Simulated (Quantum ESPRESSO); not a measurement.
# CdSe (Cadmoselite) under changes of volume

One of the cells (28.102 Å³/atom); the others are scaled copies at fixed shape and fractional positions:

```
Cd Se
1.0
     4.30000    0.00000    0.00000
    -2.15000    3.72391    0.00000
     0.00000    0.00000    7.02000
Cd Se
2 2
Direct
  0.66667 0.33333 0.50000
  0.33333 0.66667 0.00000
  0.66667 0.33333 0.88500
  0.33333 0.66667 0.38500
```

```yaml
Program: Quantum ESPRESSO 7.5
Functional: r2SCAN
Potentials_or_basis: SG15 PBE 1.2
Cutoff: 952 eV
Density_cutoff: 3810 eV
k_mesh: 4 × 4 × 2
Occupations: fermi-dirac, width 0.05 eV
Spin: no spin polarisation
```

| volume (Å³/atom) | energy over the lowest point (meV/atom) | pressure (GPa) | gap on the mesh (eV) |
| --- | --- | --- | --- |
| 26.416 | ? | ? | ? |
| 26.978 | 26.41 | 4.4 | 1.09 |
| 27.540 | 13.32 | 3.0 | 1.04 |
| 28.102 | 4.87 | 1.8 | 1.00 |
| 28.665 | 0.57 | 0.7 | 0.95 |
| 29.227 | 0.00 | -0.3 | 0.91 |
| 29.789 | 2.77 | -1.2 | 0.86 |

**Question.** What does the run at 26.416 Å³/atom give?

**Answer.** Energy over the lowest point 44.66 meV/atom; pressure 6.0 GPa; gap on the mesh 1.14 eV.

Worked out: A Birch-Murnaghan fit of order 3 (a polynomial in V^(-2/3)) to the other rows has its minimum at 29.04 Å³/atom with B0 = V·E''(V) = 51 GPa and B' = 4.6 at fixed shape and positions, which overstates the stiffness. It gives 44.68 meV/atom at 26.416 Å³/atom, against the run's 44.66, and -dE/dV = 6.0 GPa, against 6.0. A straight line through the other rows of the gap, of slope -2.29 eV per unit of ln V (its deformation potential), extrapolates to 1.14 eV, against the run's 1.14.

Energies are extrapolated to zero smearing.

Caveats: all runs use coarse meshes; the potentials were made for another functional, which shifts forces and pressure.

Spin-orbit coupling on Cd, Se is left out.
